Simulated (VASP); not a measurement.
**Mg: single point with LDA**

Crystal: Mg.

```
Mg
1.0
     0.00000    2.36919    2.01381
     2.36919    0.00000    2.01381
     2.36919    2.36919    0.00000
Mg
1
Direct
  0.00000 0.00000 0.00000
```

This isn't the form of Mg at room conditions, which is hcp.

```yaml
Program: VASP 6.6.1
Task: single point
Functional: LDA
Potentials_or_basis: VASP PAW LDA potentials, release 64 (Mg)
Cutoff: 520 eV
k_mesh: 20 × 20 × 20
Occupations: gaussian, width 0.15 eV
Spin: no spin polarisation
```

```json
{
  "Pressure": "-1.8 GPa",
  "Band gap on the k mesh": "none (metal or under the smearing width)"
}
```

Stress tensor (GPa, compression positive):
```
-2.11  0.00  0.00
 0.00 -2.11  0.00
 0.00  0.00 -1.13
```

Levels at points of the mesh, in eV from the Fermi level:
```
           k point  band 1  band 2  band 3  band 4  band 5
(0.00, 0.00, 0.00)   -7.00   12.29   12.29   13.40   14.26
(0.50, 0.00, 0.00)   -1.67   -1.26    9.92   10.55   11.57
(0.50, 0.50, 0.00)    1.38    2.47    5.08    5.39    5.39
(0.50, 0.00, 0.50)   -0.87   -0.05    6.98    7.71    8.25
```

It took 24 s on 1 thread of Intel(R) Xeon(R) 6975P-C (Granite Rapids), on a shared host, peak memory 0.21 GiB.
